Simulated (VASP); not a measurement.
Wanted: the native input for a VASP 6.6.1 run.

| Property | Result |
| --- | --- |
| Task | dielectric tensor |
| Functional | LDA |
| Potentials or basis | VASP PAW LDA potentials, release 64 (C) |
| Cutoff | 520 eV |
| k mesh | 12 × 12 × 4 |
| Occupations | gaussian, width 0.02 eV |
| Spin | no spin polarisation |
| Ladder | free |
| Further INCAR settings | ALGO = Fast; EDIFF = 1e-08 |

The structure of C lies in POSCAR:

```
C
1.0
    2.5221000000      0.0000000000      0.0000000000
   -1.2610500000      2.1842026709      0.0000000000
    0.0000000000      0.0000000000     12.3557000000
C
12
Direct
    0.6666666667      0.3333333333      0.3541700000
    0.3333333333      0.6666666667      0.8541700000
    0.6666666667      0.3333333333      0.1458300000
    0.3333333333      0.6666666667      0.6458300000
    0.6666666667      0.3333333333      0.4791700000
    0.3333333333      0.6666666667      0.9791700000
    0.6666666667      0.3333333333      0.0208300000
    0.3333333333      0.6666666667      0.5208300000
    0.0000000000      0.0000000000      0.8125000000
    0.0000000000      0.0000000000      0.3125000000
    0.0000000000      0.0000000000      0.6875000000
    0.0000000000      0.0000000000      0.1875000000
```

This is a hexagonal form of diamond, not graphite.

The input as run:

INCAR

```
SYSTEM = C
ALGO     = Fast           ! electronic algorithm
EDIFF    = 1E-8           ! SCF threshold, eV
ENCUT    = 520            ! plane-wave cutoff, eV
ISIF     = 2              ! what is computed and relaxed
ISMEAR   = 0              ! smearing method
KPAR     = 4            
LASPH    = .TRUE.         ! aspherical terms in the spheres
LCHARG   = .FALSE.        ! write CHGCAR
LEPSILON = .TRUE.         ! dielectric tensor by DFPT
LREAL    = .FALSE.        ! projectors in reciprocal space
LWAVE    = .FALSE.        ! write WAVECAR
NELM     = 80             ! most SCF steps
PREC     = Accurate       ! precision mode
SIGMA    = 0.02           ! smearing width, eV
```

KPOINTS

```
k-points
0
G
  12 12 4
  0 0 0
```

Potentials or basis: VASP PAW LDA potentials, release 64 (C).

Command:

```bash
$ cat potpaw_LDA.64/C/POTCAR > POTCAR
$ mpirun -np 4 vasp_std > vasp.out
```

It gave:

```yaml
Band_gap_on_the_k_mesh: 4.35 eV, indirect (least direct gap 5.25 eV)
Electronic_dielectric_tensor_diagonal: 5.77, 5.77, 5.85
Born_charges_mean_of_the_diagonal: C +0.01, -0.02 e
```

Wall time 13 min on 4 MPI ranks on Intel(R) Xeon(R) Platinum 8375C CPU @ 2.90GHz (Ice Lake) (shared host), peak memory 0.66 GiB a rank.
